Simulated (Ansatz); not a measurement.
Born–Oppenheimer molecular dynamics of a periodic cell of 24 atoms, PbF₂ (host PbF2, host structure Fm-3m). It starts from a structure without forces on its atoms.

Computed with DFT PBE-D3(BJ), scalar-relativistic, plane waves, PAW (Ansatz 0.2.0). Settings: accuracy low, cutoff 420 eV, k mesh 1x1x1, fermi-dirac smearing 0.05 eV, no spin polarisation.

```yaml
ensemble: NVT, Nosé–Hoover chain
time_step: 2 fs
steps_asked: 160
set_temperature: 500 K
thermostat: time constant 200 fs, chain length 3
seed: 276871
```

First frame:

```xyz
24
Lattice="0.0000 5.9159 5.9159 5.9159 0.0000 5.9159 5.9159 5.9159 0.0000" Properties=species:S:1:pos:R:3
Pb 0.000 0.000 0.000
F 4.437 4.437 4.437
F 1.479 1.479 1.479
Pb 2.958 2.958 0.000
F 7.395 7.395 4.437
F 4.437 4.437 1.479
Pb 2.958 0.000 2.958
F 7.395 4.437 7.395
F 4.437 1.479 4.437
Pb 5.916 2.958 2.958
F 10.353 7.395 7.395
F 7.395 4.437 4.437
Pb 0.000 2.958 2.958
F 4.437 7.395 7.395
F 1.479 4.437 4.437
Pb 2.958 5.916 2.958
F 7.395 10.353 7.395
F 4.437 7.395 4.437
Pb 2.958 2.958 5.916
F 7.395 7.395 10.353
F 4.437 4.437 7.395
Pb 5.916 5.916 5.916
F 10.353 10.353 10.353
F 7.395 7.395 7.395
```

Question: What does the run give?

Answer: The run went to its last step.

```yaml
steps_done: 160
time_covered: 320 fs
mean_temperature_over_the_second_half: 327 K
spread_of_the_potential_energy_over_the_second_half: 5.3 meV per atom
mean_potential_energy_of_the_second_half_above_the_start: 37.6 meV per atom
```

The conserved energy stayed within 0.07 meV per atom of its start (net change 0.064 meV per atom), so the integration is sound. The mean temperature of the second half is 35 % below the set value. A run of 0.32 ps of so small a system gives no equilibrium averages. Limits of this set-up: coarse k mesh, low accuracy level.

Question: What happens to the structure?

Answer: Mean squared displacements from the first frame to the last, about the centre of mass: Pb 0.01 Å², F 0.06 Å². Another seed would give other details.

Question: How do temperature and energy run in time?

Answer: 
| time (fs) | T (K) | potential energy less start (eV) | conserved less start (meV/atom) |
| --- | --- | --- | --- |
| 0.0 | 500 | 0.000 | 0.00 |
| 16.0 | 362 | 0.411 | 0.02 |
| 32.0 | 176 | 0.967 | 0.07 |
| 48.0 | 232 | 0.808 | 0.01 |
| 64.0 | 242 | 0.793 | 0.03 |
| 80.0 | 240 | 0.816 | 0.04 |
| 96.0 | 280 | 0.723 | 0.03 |
| 112.0 | 268 | 0.789 | 0.04 |
| 128.0 | 249 | 0.881 | 0.04 |
| 144.0 | 259 | 0.888 | 0.04 |
| 160.0 | 256 | 0.935 | 0.04 |
| 176.0 | 274 | 0.919 | 0.04 |
| 192.0 | 305 | 0.867 | 0.03 |
| 208.0 | 267 | 1.018 | 0.05 |
| 224.0 | 240 | 1.128 | 0.06 |
| 240.0 | 319 | 0.925 | 0.04 |
| 256.0 | 384 | 0.767 | 0.04 |
| 272.0 | 406 | 0.737 | 0.05 |
| 288.0 | 420 | 0.731 | 0.04 |
| 304.0 | 370 | 0.909 | 0.05 |
| 320.0 | 313 | 1.104 | 0.06 |

The run took 8.1 min on 1 thread of Arm Neoverse V1, with other jobs on the host, peak memory 0.53 GiB.
